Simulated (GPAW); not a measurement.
# SnTe (F-43m) in GPAW: notebook

The runs below take SnTe through single point, with PBE, RPBE.

Everything below comes from runs of GPAW 26.7.0. Logs are shortened: lines on timing, memory, paths and dates and some standing lists are left out, and cuts for length are marked. The log counts tension as positive stress, the text compression.

## (1) The cell of the first run

Symmetry: F-43m, No. 216, cubic system. The conventional cell has a = 7.222 Å, b = 7.222 Å, c = 7.222 Å, α = 90.00°, β = 90.00°, γ = 90.00°. Te (site symmetry -43m) has 4 Sn at 3.13 Å as nearest neighbours. Sn (site symmetry -43m) has 4 Te at 3.13 Å as nearest neighbours.

Measurements of this composition are mostly on another form, of space group No. 225.

## (2) Single point, PBE (the cell as VASP's run set it)

The input, run.py:

```python
from ase.dft.bandgap import bandgap
from ase.io import read, write
from ase.units import GPa
from gpaw import GPAW, PW

atoms = read('SnTe.xyz')

calc = GPAW(mode=PW(600),
            xc='PBE',
            kpts={'size': (7, 7, 7), 'gamma': True},
            occupations={'name': 'methfessel-paxton', 'order': 0, 'width': 0.02},
            nbands=19,
            convergence={'density': 1e-05, 'energy': 1e-05},
            maxiter=150,
            txt='gpaw.txt')
atoms.calc = calc
energy = atoms.get_potential_energy()
forces = atoms.get_forces()
stress = atoms.get_stress()
calc.write('gs.gpw')
write('result.traj', atoms)
print(f'Energy: {energy:.6f} eV')
print('Forces (eV/A):')
print(forces.round(4))
print('Stress (GPa):', (stress / GPa).round(3))
print('Fermi level:', round(calc.get_fermi_level(), 4), 'eV')
print(f'Gap: {bandgap(calc)[0]:.4f} eV, direct: {bandgap(calc, direct=True)[0]:.4f} eV')
```

The input, SnTe.xyz:

```xyz
2
Lattice="0.0000000000 3.6111460000 3.6111460000 3.6111460000 0.0000000000 3.6111460000 3.6111460000 3.6111460000 0.0000000000" Properties=species:S:1:pos:R:3 pbc="T T T"
Te     5.4167190000      5.4167190000      5.4167190000
Sn     0.0000000000      0.0000000000      0.0000000000
```

Potentials or basis: GPAW PAW data sets (gpaw-data 1.2.1), pw.

On the command line:

```sh
$ OMP_NUM_THREADS=1 python run.py
```

gpaw.txt:

```text
__  _  _
 | _ |_)|_||  |
 |__||  | ||/\| - 26.7.0

Input parameters:
  mode=PW(ecut=600.0),
  convergence={'density': 1e-05, 'energy': 1e-05},
  kpts=MonkhorstPack(size=(7, 7, 7), gamma=True),
  maxiter=150,
  nbands=19,
  occupations=Occupations(name='methfessel-paxton', order=0, width=0.02),
  xc=XC(name='PBE')

Diagonalizing LCAO Hamiltonian
Converting LCAO to pw mode

                        Te

       Sn

Atoms  # Å, Bohr magnetons
|   | symbol |        x |        y |        z |    initial magnetic moments |
|---|--------|----------|----------|----------|-----------------------------|
| 0 |     Te | 5.416719 | 5.416719 | 5.416719 | ( 0.0000,  0.0000,  0.0000) |
| 1 |     Sn | 0.000000 | 0.000000 | 0.000000 | ( 0.0000,  0.0000,  0.0000) |

Unit cell  # Å
| periodic |        x |        y |        z |  lengths |    angles |
|----------|----------|----------|----------|----------|-----------|
|      yes | 0.000000 | 3.611146 | 3.611146 | 5.106932 | 60.000000 |
|      yes | 3.611146 | 0.000000 | 3.611146 | 5.106932 | 60.000000 |
|      yes | 3.611146 | 3.611146 | 0.000000 | 5.106932 | 60.000000 |

Number of symmetries: 24
Symmetry operations  # r_c * U_cc + t_c -> r_c
|    | kind |            matrix            |
|----|------|------------------------------|
|  0 |  E   |  1, 0, 0,  0, 1, 0,  0, 0, 1 |
|  1 |  σ   |  1, 0, 0,  0, 0, 1,  0, 1, 0 |
|  2 |  σ   |  1, 0,-1,  0, 1,-1,  0, 0,-1 |
|  3 |  C3  |  1, 0,-1,  0, 0,-1,  0, 1,-1 |
|  4 |  C3  |  1,-1, 0,  0,-1, 1,  0,-1, 0 |
|  5 |  σ   |  1,-1, 0,  0,-1, 0,  0,-1, 1 |
|  6 |  σ   |  0, 1, 0,  1, 0, 0,  0, 0, 1 |
|  7 |  C3  |  0, 1, 0,  0, 0, 1,  1, 0, 0 |
|  8 |  C2  |  0, 1,-1,  1, 0,-1,  0, 0,-1 |
|  9 |  S4  |  0, 1,-1,  0, 0,-1,  1, 0,-1 |
| 10 |  C3  |  0, 0, 1,  1, 0, 0,  0, 1, 0 |
| 11 |  σ   |  0, 0, 1,  0, 1, 0,  1, 0, 0 |
| 12 |  S4  |  0, 0,-1,  1, 0,-1,  0, 1,-1 |
| 13 |  C3  |  0, 0,-1,  0, 1,-1,  1, 0,-1 |
| 14 |  S4  |  0,-1, 1,  1,-1, 0,  0,-1, 0 |
| 15 |  C2  |  0,-1, 1,  0,-1, 0,  1,-1, 0 |
| 16 |  C3  |  0,-1, 0,  1,-1, 0,  0,-1, 1 |
| 17 |  S4  |  0,-1, 0,  0,-1, 1,  1,-1, 0 |
| 18 |  S4  | -1, 1, 0, -1, 0, 1, -1, 0, 0 |
| 19 |  C3  | -1, 1, 0, -1, 0, 0, -1, 0, 1 |
| 20 |  C3  | -1, 0, 1, -1, 1, 0, -1, 0, 0 |
| 21 |  S4  | -1, 0, 1, -1, 0, 0, -1, 1, 0 |
| 22 |  σ   | -1, 0, 0, -1, 1, 0, -1, 0, 1 |
| 23 |  C2  | -1, 0, 0, -1, 0, 1, -1, 1, 0 |

BZ-sampling:
  Number of BZ points: 343
  Number of IBZ points: 20

  Monkhorst-Pack size: [7, 7, 7]
  Monkhorst-Pack shift: [0, 0, 0]

K-points  # in reciprocal-cell coordinates
|     |                                coordinates |     weight |
|-----|--------------------------------------------|------------|
|   0 | (  0.00000000,   0.00000000,   0.00000000) | 0.00291545 |
|   1 | (  0.14285714,   0.14285714,   0.00000000) | 0.01749271 |
|   2 | (  0.14285714,   0.14285714,   0.14285714) | 0.02332362 |
|   3 | (  0.28571429,   0.14285714,   0.14285714) | 0.03498542 |
|   4 | (  0.28571429,   0.28571429,   0.00000000) | 0.01749271 |
|   5 | (  0.28571429,   0.28571429,   0.14285714) | 0.06997085 |
|   6 | (  0.28571429,   0.28571429,   0.28571429) | 0.02332362 |
|   7 | (  0.42857143,  -0.28571429,  -0.28571429) | 0.03498542 |
|   8 | (  0.42857143,   0.28571429,  -0.42857143) | 0.13994169 |
|   9 | (  0.42857143,   0.28571429,  -0.28571429) | 0.06997085 |
| ... |                                            |            |
|  19 | (  0.42857143,   0.42857143,   0.42857143) | 0.02332362 |

Plane wave coefficients: 3166
Cutoff: 600.0 eV

Spin-components: 1 (collinear spins)
Bands:           19
Projectors:      11
Spin-degeneracy: 2
Datatype:        complex128

Parallelization:
  kpt:    1
  domain: 1
  band:   1

Density:
  Valence electrons: 20.0
  Components: 1
  Grid points: [30 30 30]
  Charge: 0.0  # |e|

Potential:
  Grid points: [30 30 30]

species:
  Te:
    name:    Tellurium
    Z:       52.0
    valence: 6
    core:    46
    charge:  0.0  # [|e|]
    compensation charges:
      type: gauss
      rc: 0.36  # [Å]
      lmax: 2
    cutoffs:
      filter: 2.09  # [Å]
      core: 3.17  # [Å]
    projectors
    | kind |    occ | energy [eV] | rcut [Å] |
    |------|--------|-------------|----------|
    |   5s |  2.000 |     -15.089 |    1.180 |
    |   5p |  4.000 |      -5.955 |    1.196 |
    |    s |        |      12.123 |    1.180 |
    |    p |        |      21.256 |    1.196 |
    |    d |        |       0.000 |    1.238 |

    Using partial waves for Te as LCAO basis

  Sn:
    name:    Tin
    Z:       50.0
    valence: 14
    core:    36
    charge:  0.0  # [|e|]
    compensation charges:
      type: gauss
      rc: 0.38  # [Å]
      lmax: 2
    cutoffs:
      filter: 2.23  # [Å]
      core: 2.35  # [Å]
    projectors
    | kind |    occ | energy [eV] | rcut [Å] |
    |------|--------|-------------|----------|
    |   5s |  2.000 |     -10.538 |    1.201 |
    |   5p |  2.000 |      -3.696 |    1.270 |
    |   4d | 10.000 |     -25.845 |    1.185 |
    |    s |        |      16.674 |    1.201 |
    |    p |        |      23.515 |    1.270 |
    |    d |        |       1.367 |    1.185 |

    Using partial waves for Sn as LCAO basis

Reference energy: -352801.376741  # eV

eigensolver:
  PPCG
  Converge bands: occupied
  niter=2

density mixing:
  MSR1-Mixer
  Pratt-step length: 0.05
  Maximum mixing coefficient: 0.75
  Old densities: 10
  SVD Regularization: 0.005
  Good broyden scale: 1.0
  Trust region scale: 1.0
  Backstep threshold: 4.0
  History deletion threshold: 6.0
  Fourier metric: weight=20.0, sigma=0.015

occupation numbers:
  Methfessel-Paxton:
    width: 0.0200  # eV
    order: 0

poisson solver:
  ecut: 4800.0  # eV

xc functional:
  name: PBE with 2 nearest neighbor stencil

convergence criteria:
- Maximum integral of absolute [dens]ity change: 1e-05 electrons / valence electron
- Maximum [total energy] change in last 3 cyles: 1e-05 eV / valence electron
- Maximum integral of absolute [eigenst]ate change: 4e-08 eV^2 / valence electron
maximum number of iterations: 150

SCF iterations
|iter     | |      energy | eigst |  dens |
|---------|-|-------------|-------|-------|
|iter:   1| |   -7.442847 | -0.22 |       |
|iter:   2| |   -7.416032 | -2.16 | -1.30 |
|iter:   3| |   -7.322656 | -2.43 | -1.35 |
|iter:   4| |   -7.324301 | -3.69 | -1.90 |
|iter:   5| |   -7.324613 | -4.14 | -2.29 |
|iter:   6| |   -7.324648 | -5.52 | -3.16 |
|iter:   7| |   -7.324653c| -6.40 | -3.63 |
|iter:   8| |   -7.324653c| -7.65c| -4.78 |
|iter:   9| |   -7.324653c| -7.83c| -5.18c|

Converged in 9 steps
Energy contributions relative to reference atoms: (reference = -352801.376741)

Energy contributions:
  Kinetic:          10.521939
  Coulomb:         -12.015116
  Zero:              0.174052
  External:          0.000000
  Xc:               -6.005528
  Entropy:          -0.000000
  Spinorbit:         0.000000
  ----------------------------
  Free energy:      -7.324653
  Extrapolated:     -7.324653

dipole moment: (-20.858854, -20.858854, -20.858854)  # |e|*Ang

Fermi level: 2.867
Eigenvalues  # (at kpt = [0.000, 0.000, 0.000])
| band index |      eig [eV] | occ [0-2] |
|------------|---------------|-----------|
|          0 |       -18.940 |     2.000 |
|        ... |               |           |
|          2 |       -18.940 |     2.000 |
|          3 |       -18.930 |     2.000 |
|          4 |       -18.930 |     2.000 |
|          5 |        -8.659 |     2.000 |
|          6 |        -2.313 |     2.000 |
|          7 |         0.912 |     2.000 |
|          8 |         0.912 |     2.000 |
|          9 |         0.912 |     2.000 |
|         10 |         3.853 |     0.000 |
|         11 |         3.853 |     0.000 |
|         12 |         3.853 |     0.000 |
|         13 |         6.989 |     0.000 |
|         14 |         9.324 |     0.000 |
|         15 |         9.324 |     0.000 |
|         16 |        10.484 |     0.000 |
|         17 |        10.484 |     0.000 |
|         18 |        10.484 |     0.000 |

Gap: 0.330 eV
Transition (v -> c):
  (s=0, k=9, n=9, [0.43, 0.29, -0.29]) -> (s=0, k=16, n=10, [0.43, 0.43, 0.00])
Direct/indirect transitions are different
Direct gap: 0.822 eV
Transition at: (s=0, k=16, n=9, [0.43, 0.43, 0.00])

Forces  # eV/Ang
|        x |       y |       z |
|----------|---------|---------|
| -0.00000 | 0.00000 | 0.00000 |  # Te   0
|  0.00000 | 0.00000 | 0.00000 |  # Sn   1

Stress tensor  # eV/Ang^3
|         x |         y |         z |
|-----------|-----------|-----------|
|  0.001014 | -0.000000 | -0.000000 |
| -0.000000 |  0.001014 |  0.000000 |
| -0.000000 |  0.000000 |  0.001014 |

# Writing to gs.gpw (mode='')
```

Run time: 19 s. Hardware: 1 thread of Arm Neoverse V2, shared host; peak memory 0.19 GiB.

What came out:

```yaml
Free_energy: -7.3247 eV
Pressure: -0.2 GPa
Band_gap_on_the_k_mesh: 0.33 eV, indirect (least direct gap 0.82 eV)
```

Caveat: spin-orbit coupling is left out, which moves the levels of the heavy elements; an odd mesh through Γ misses points on the zone boundary, where band edges often lie.

## (3) Single point, RPBE (the cell as VASP's run set it)

run.py: that of step 2 with these lines changed.

```diff
@@ -5,8 +5,8 @@
 
-atoms = read('SnTe.xyz')
+atoms = read('POSCAR')
 
 calc = GPAW(mode=PW(600),
-            xc='PBE',
+            xc='RPBE',
             kpts={'size': (7, 7, 7), 'gamma': True},
-            occupations={'name': 'methfessel-paxton', 'order': 0, 'width': 0.02},
+            occupations={'name': 'methfessel-paxton', 'order': 0, 'width': 0.05},
             nbands=19,
```

The input, POSCAR:

```
SnTe
1.0
    0.0000000000      3.6111460000      3.6111460000
    3.6111460000      0.0000000000      3.6111460000
    3.6111460000      3.6111460000      0.0000000000
Te Sn
1 1
Direct
    0.7500000000      0.7500000000      0.7500000000
    0.0000000000      0.0000000000      0.0000000000
```

Potentials or basis: the program's PAW data sets (release 1.2.1) made for this functional, pw.

On the command line:

```sh
$ OMP_NUM_THREADS=1 python run.py
```

gpaw.txt:

```text
__  _  _
 | _ |_)|_||  |
 |__||  | ||/\| - 26.7.0

Input parameters:
  mode=PW(ecut=600.0),
  convergence={'density': 1e-05, 'energy': 1e-05},
  kpts=MonkhorstPack(size=(7, 7, 7), gamma=True),
  maxiter=150,
  nbands=19,
  occupations=Occupations(name='methfessel-paxton', order=0, width=0.05),
  xc=XC(name='RPBE')

Diagonalizing LCAO Hamiltonian
Converting LCAO to pw mode

                        Te

       Sn

Atoms  # Å, Bohr magnetons
|   | symbol |        x |        y |        z |    initial magnetic moments |
|---|--------|----------|----------|----------|-----------------------------|
| 0 |     Te | 5.416719 | 5.416719 | 5.416719 | ( 0.0000,  0.0000,  0.0000) |
| 1 |     Sn | 0.000000 | 0.000000 | 0.000000 | ( 0.0000,  0.0000,  0.0000) |

Unit cell  # Å
| periodic |        x |        y |        z |  lengths |    angles |
|----------|----------|----------|----------|----------|-----------|
|      yes | 0.000000 | 3.611146 | 3.611146 | 5.106932 | 60.000000 |
|      yes | 3.611146 | 0.000000 | 3.611146 | 5.106932 | 60.000000 |
[... 183 lines left out ...]
  Zero:              0.174859
  External:          0.000000
  Xc:               -5.787846
  Entropy:          -0.000000
  Spinorbit:         0.000000
  ----------------------------
  Free energy:      -6.784139
  Extrapolated:     -6.784139

dipole moment: (-20.835397, -20.835397, -20.835397)  # |e|*Ang

Fermi level: 3.024
Eigenvalues  # (at kpt = [0.000, 0.000, 0.000])
| band index |      eig [eV] | occ [0-2] |
|------------|---------------|-----------|
|          0 |       -18.871 |     2.000 |
|        ... |               |           |
|          2 |       -18.871 |     2.000 |
|          3 |       -18.863 |     2.000 |
|          4 |       -18.863 |     2.000 |
|          5 |        -8.499 |     2.000 |
|          6 |        -2.126 |     2.000 |
|          7 |         1.031 |     2.000 |
[... 9 lines left out ...]
|         17 |        10.782 |     0.000 |
|         18 |        10.782 |     0.000 |

Gap: 0.412 eV
Transition (v -> c):
  (s=0, k=9, n=9, [0.43, 0.29, -0.29]) -> (s=0, k=16, n=10, [0.43, 0.43, 0.00])
Direct/indirect transitions are different
Direct gap: 0.886 eV
Transition at: (s=0, k=16, n=9, [0.43, 0.43, 0.00])

Forces  # eV/Ang
|        x |        y |        z |
|----------|----------|----------|
| -0.00000 |  0.00000 |  0.00000 |  # Te   0
|  0.00000 | -0.00000 | -0.00000 |  # Sn   1

Stress tensor  # eV/Ang^3
|         x |         y |         z |
|-----------|-----------|-----------|
| -0.005217 |  0.000000 | -0.000000 |
|  0.000000 | -0.005217 |  0.000000 |
| -0.000000 |  0.000000 | -0.005217 |

# Writing to gs.gpw (mode='')
```

Run time: 20 s. Hardware: 1 thread of Arm Neoverse V2, shared host; peak memory 0.19 GiB.

What came out:

* Free energy: -6.7841 eV
* Pressure: 0.8 GPa
* Band gap on the k mesh: 0.41 eV, indirect (least direct gap 0.89 eV)

Caveat: spin-orbit coupling is left out, which moves the levels of the heavy elements; an odd mesh through Γ misses points on the zone boundary, where band edges often lie.

## (4) Single point, PBE (the cell as VASP's run set it)

run.py: that of step 3 with these lines changed.

```diff
@@ -5,6 +5,6 @@
 
-atoms = read('POSCAR')
+atoms = read('SnTe.xyz')
 
 calc = GPAW(mode=PW(600),
-            xc='RPBE',
+            xc='PBE',
             kpts={'size': (7, 7, 7), 'gamma': True},
```

SnTe.xyz is that of step 2.

Potentials or basis: GPAW PAW data sets (gpaw-data 1.2.1), pw.

On the command line:

```sh
$ OMP_NUM_THREADS=1 python run.py
```

It took 19 s on 1 thread of Arm Neoverse V2, shared host; peak memory 0.19 GiB.

The run converged. Its results:

```
Free energy            : -7.3247 eV
Pressure               : -0.2 GPa
Band gap on the k mesh : 0.33 eV, indirect (least direct gap 0.82 eV)
```

Levels at points of the mesh, in eV from the valence-band top:
```tsv
k point	band 6	band 7	band 8	band 9	band 10	band 11	band 12	band 13	band 14	band 15
(0.00, 0.00, 0.00)	-11.32	-4.98	-1.75	-1.75	-1.75	1.19	1.19	1.19	4.32	6.66
```

Caveat: spin-orbit coupling is left out, which moves the levels of the heavy elements; an odd mesh through Γ misses points on the zone boundary, where band edges often lie.

## (5) The runs side by side

| level | potentials or basis | smearing | gap on the mesh (eV) | pressure (GPa) |
| --- | --- | --- | --- | --- |
| PBE | GPAW PAW data sets (gpaw-data 1.2.1), pw | gaussian 0.02 eV | 0.33 | -0.2 |
| RPBE | the program's PAW data sets (release 1.2.1) made for this functional, pw | gaussian 0.05 eV | 0.41 | 0.8 |
| PBE | GPAW PAW data sets (gpaw-data 1.2.1), pw | gaussian 0.05 eV | 0.33 | -0.2 |

Alike in all rows: task single point; no spin polarisation; cell the cell as VASP's run set it; k mesh 7 × 7 × 7; cutoff (eV) 600.

Caveats: spin-orbit coupling is left out, which moves the levels of the heavy elements; an odd mesh through Γ misses points on the zone boundary, where band edges often lie.

Absolute energies hang on the potentials; compare differences alone.
